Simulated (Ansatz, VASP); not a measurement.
Two plane-wave programs on Mg

```xyz
2
Lattice="3.2093 0.0000 0.0000 -1.6046 2.7793 0.0000 0.0000 0.0000 5.2103" Properties=species:S:1:pos:R:3 pbc="T T T"
Mg    1.6047    0.9264    3.9077
Mg    0.0000    1.8529    1.3026
```

Alike in both runs: task relaxation of cell and atoms; functional PBEsol0; k mesh 5 × 5 × 3; occupations fermi-dirac, width 0.05 eV; no spin polarisation.

|  | VASP | Ansatz |
| --- | --- | --- |
| version | VASP 6.6.1 | Ansatz 0.2.0 |
| potentials or method | VASP PAW PBE potentials, release 64 (Mg) | Ansatz PAW |
| plane-wave cutoff (eV) | 600 | 420 |
| valence electrons in the cell | 4 | 20 |

|  | VASP | Ansatz | Ansatz less VASP |
| --- | --- | --- | --- |
| gap on the k mesh at the Fermi level, each at its own relaxed structure (eV) | none | none | - |
| relaxed volume (Å³/atom) | 22.28 | 22.56 | +0.283 |
| relaxed cell length with the largest relative difference (Å) | 3.157 | 3.170 | +0.0139 |
| energy change over the relaxation (meV/atom) | -5 | -3 | +2.6 |

A gap of «none» marks a metal or a gap that the smearing closes. The two sets of potentials don't hold the same shells in valence.

Caveats: the k mesh is coarse (spacing up to 0.45 Å⁻¹), so the values aren't converged, least of all with exact exchange; the PAW data sets were made with another functional, which shifts forces and pressure a little (VASP); the plane-wave basis is chosen anew once the cell has moved, so the energies of steps on either side of that aren't comparable (Ansatz); the PAW data sets come from PBE, with cores solved anew for the run's functional, which leaves a small shift of forces and pressure (Ansatz).
